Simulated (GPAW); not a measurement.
# Hf: relaxation of cell and atoms with PBEsol

The system is Hf.

```xyz
2
Lattice="3.1967 0.0000 0.0000 -1.5983 2.7684 0.0000 0.0000 0.0000 5.0578" Properties=species:S:1:pos:R:3 pbc="T T T"
Hf    1.5984    0.9228    3.7934
Hf    0.0000    1.8456    1.2645
```

| Property | Result |
| --- | --- |
| Program | GPAW 26.7.0 |
| Task | relaxation of cell and atoms |
| Functional | PBEsol |
| Potentials or basis | PAW data sets generated in the run's folder for this functional |
| Cutoff | 600 eV |
| Basis | pw |
| k mesh | 7 × 7 × 4 |
| Occupations | fermi-dirac, width 0.05 eV |
| Spin | no spin polarisation |
| Maxiter | 150 |
| Optimizer | BFGS |
| Fmax | 0.02 eV/Å |
| Max steps | 60 |
| Convergence | density=1e-05 forces=0.0001 |

```json
{
 "Relaxed volume": "21.76 Å³/atom",
 "Relaxed cell": "a = 3.156 Å, b = 3.156 Å, c = 5.044 Å, α = 90.00°, β = 90.00°, γ = 120.00°",
 "Space group after relaxing (to 0.05 Å)": "P6_3/mmc (No. 194)",
 "Energy gained by relaxing": "7.0 meV/atom",
 "Ionic steps": "5",
 "Pressure after relaxing": "0.0 GPa",
 "Band gap on the k mesh": "none (metal or under the smearing width)"
}
```

Step by step:
| step | energy change (eV) | largest force (eV/Å) | pressure (GPa) | volume (Å³) |
| --- | --- | --- | --- | --- |
| 1 | 0.0000 | 0.0000 | -3.15 | 44.76 |
| 2 | -0.0071 | 0.0000 | -2.14 | 44.34 |
| 3 | -0.0132 | 0.0000 | 0.11 | 43.47 |
| 4 | -0.0133 | 0.0000 | 0.07 | 43.48 |
| 5 | -0.0139 | 0.0001 | -0.02 | 43.51 |

Final structure:
```
CELL_PARAMETERS angstrom
3.15625 0.00000 0.00000
-1.57812 2.73339 0.00000
0.00000 0.00000 5.04360
ATOMIC_POSITIONS crystal
Hf 0.66667 0.33333 0.75000
Hf 0.33333 0.66667 0.25000
```

Levels at points of the mesh, in eV from the Fermi level:
```csv
k point,band 8,band 9,band 10,band 11,band 12,band 13,band 14,band 15,band 16,band 17
"(0.00, 0.00, 0.00)",-30.16,-7.50,-3.87,0.60,1.13,1.13,1.31,1.95,1.95,2.70
"(0.00, 0.00, 0.50)",-30.23,-5.52,-5.52,0.04,0.04,1.03,1.03,1.03,1.03,4.85
```

Wall time 52 s on 1 thread of Intel(R) Xeon(R) Platinum 8488C (Sapphire Rapids), with other jobs on the host, peak memory 0.23 GiB.

Caveat: later steps reuse the first step's grids. Spin-orbit coupling is left out, which matters for the levels of Hf.
